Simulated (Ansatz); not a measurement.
BN (zincblende): a one-shot G0W0 calculation in Ansatz 0.2.0 (G0W0@LDA with 44 empty bands, a screening cutoff of 140 eV and a 6×6×6 mesh). The cell was relaxed beforehand with r2SCAN.

```yaml
crystal:
  lattice:
    - [0.0, 1.8048254679, 1.8048254679]
    - [1.8048254679, 0.0, 1.8048254679]
    - [1.8048254679, 1.8048254679, 0.0]
  atoms:
    - { symbol: B, position: [0.0, 0.0, 0.0] }
    - { symbol: "N", position: [0.25, 0.25, 0.25] }
kpoints:
  mp_grid: { grid: [6, 6, 6] }
hamiltonian:
  xc: lda
scf:
  occupations: { method: fixed }
gw:
  n_empty_bands: 44
  ecut_chi: 140
  qp_bands: [v2, c2]
  qp_kpoints: band_edges
  screening: { model: contour_deformation }
```

In the abridged output below, numbers in square brackets stand for lines, or ends of lines, that were taken out.
```
Functional definition: SPW92
Crystal: 2 atoms, lattice volume = 11.758 Å³
Basis set: ecut = 420 eV, 259 PW (Γ)
Bands: 8, of which v1, the nominal top of the filled ones, is band 4 counted from 1 (3 counted from 0)
Symmetry: 24 space group operations
Space group: F-43m (ITA 216)
k-points: 16 of 216 (time reversal used)
Free energy (F): -526.456575 eV
Fermi energy:    10.996844 eV
--- G₀W₀: contour deformation, 6 samples at zero and on the imaginary axis and 2 off it, 216 q-points, 44 empty bands' worth ---
    ik  band        ε_KS         Σx   Σc(E_QP)       V_xc       Z   E_QP_lin       E_QP  E_QP is
     0     3     10.9968   -22.8917     2.7906   -19.4920  0.8253    10.3862    10.3877  root
     0     4     10.9968   -22.8917     2.7906   -19.4920  0.8253    10.3862    10.3877  root
     0     5     19.7125    -7.9750    -5.4977   -15.1020  0.8378    21.3548    21.3418  root
     0     6     19.7125    -7.9750    -5.4977   -15.1020  0.8378    21.3548    21.3418  root
     1     3     10.3711   -22.6441     2.8902   -19.0870  0.8243     9.7023     9.7042  root
     1     4     10.3711   -22.6441     2.8902   -19.0870  0.8243     9.7023     9.7042  root
     1     5     20.3152    -9.0522    -5.5372   -16.0363  0.8334    21.7729    21.7621  root
     1     6     20.6253    -8.1152    -5.7053   -15.5123  0.8330  [1]
     2     3      9.4228   -22.5644     3.1247   -18.6784  0.8216  [2]
     2     4      9.4228   -22.5644     3.1247   -18.6784  0.8216     8.6588     8.6615  root
     2     5     20.9787    -9.7892    -5.6219   -16.6903  0.8301    22.2666    22.2578  root
     2     6     21.5459    -7.8770    -5.8839   -15.4591  0.8304    23.2605    23.2440  root
     3     3      9.0411   -22.5967     3.2347   -18.5620  0.8202  [3]
     3     4      9.0411   -22.5967     3.2347   -18.5620  0.8202  [4]
     3     5     21.2569   -10.0782    -5.6449   -16.9364  0.8291    22.4782    22.4702  root
     3     6     21.6010    -7.6726    -5.8339   -15.1585  0.8324    23.2683    23.2530  root
     4     3      9.2287   -22.2338     3.0816   -18.3834  0.8219     8.4572     8.4599  root
     4     4      9.2287   -22.2338     3.0816   -18.3834  0.8219     8.4572     8.4599  root
     4     5     18.6652    -8.1655    -5.2624   -14.8352  0.8415    20.0815    20.0725  root
     4     6     22.2005    -8.5067    -6.0415   -16.3565  0.8241    24.0290    24.0088  root
     9     3      6.9293   -22.1915     3.6656   -17.5506  0.8131  [5]
     9     4      6.9293   -22.1915     3.6656   -17.5506  0.8131     5.9485     5.9540  root
     9     5     16.6118    -8.1130    -4.8568   -14.0952  0.8481  [6]
     9     6     21.2535    -7.7161    -5.4206   -14.3392  0.8423    22.4633    22.4560  root
    12     3      6.0502   -22.2667     3.9033   -17.3209  0.8087     5.0008     5.0077  root
    12     4      6.0502   -22.2667     3.9033   -17.3209  0.8087     5.0008     5.0077  root
    12     5     15.3607    -8.0971    -4.6024   -13.6985  0.8520    16.3633    16.3597  root
    12     6     20.1895    -7.8802    -5.1958   -14.1795  0.8474    21.2984    21.2929  root
    14     3      4.9338   -22.7286     4.3184   -17.1863  0.8006     3.6986     3.7100  root
    14     4      6.4537   -21.7930     3.6788   -17.1081  0.8122     5.4416     5.4476  root
    14     5     20.3517    -8.4919    -5.3654   -15.2935  0.8355    21.7985    21.7879  root
    14     6     22.7542    -7.9748    -6.1705   -15.6686  0.8239    24.2931    24.2774  root
```

The points are ik 0 = (0, 0, 0) (Γ), ik 1 = (0, 0, 1/6), ik 2 = (0, 0, 1/3), ik 3 = (0, 0, -1/2), ik 4 = (0, 1/6, 1/6), ik 9 = (0, 1/3, 1/3), ik 12 = (0, -1/2, -1/2), ik 14 = (1/6, 1/3, -1/3); band 4 is the last filled one.

Q: What stood in the gaps? They hold quasiparticle rows.

A:
```
[1]
     1     6     20.6253    -8.1152    -5.7053   -15.5123  0.8330    22.3322    22.3171  root
[2]
     2     3      9.4228   -22.5644     3.1247   -18.6784  0.8216     8.6588     8.6615  root
[3]
     3     3      9.0411   -22.5967     3.2347   -18.5620  0.8202     8.2381     8.2412  root
[4]
     3     4      9.0411   -22.5967     3.2347   -18.5620  0.8202     8.2381     8.2412  root
[5]
     9     3      6.9293   -22.1915     3.6656   -17.5506  0.8131     5.9485     5.9540  root
[6]
     9     5     16.6118    -8.1130    -4.8568   -14.0952  0.8481    17.7423    17.7373  root
```
The trailing digits, and the zero of the energies, depend on the potentials and thresholds.

The quasiparticle gap on this mesh is 5.97 eV (Γ to k = (0, -1/2, -1/2)), against 4.36 eV from LDA: +1.61 eV. Renormalisation factors Z lie between 0.80 and 0.85. The G0W0 figures hold for the stated bands, cutoff and mesh and aren't extrapolated.

Command: `ansatz run input.yaml --threads 2 --pin off --max-ram 3686MiB --backend cpu --events-out ev --progress --plain --runs-dir out`. Wall time 4.1 s on 2 threads of Intel(R) Xeon(R) Platinum 8488C (Sapphire Rapids) (shared host); peak host memory 0.3 GiB.

The values are computed, spin-unpolarised, and not measurements.
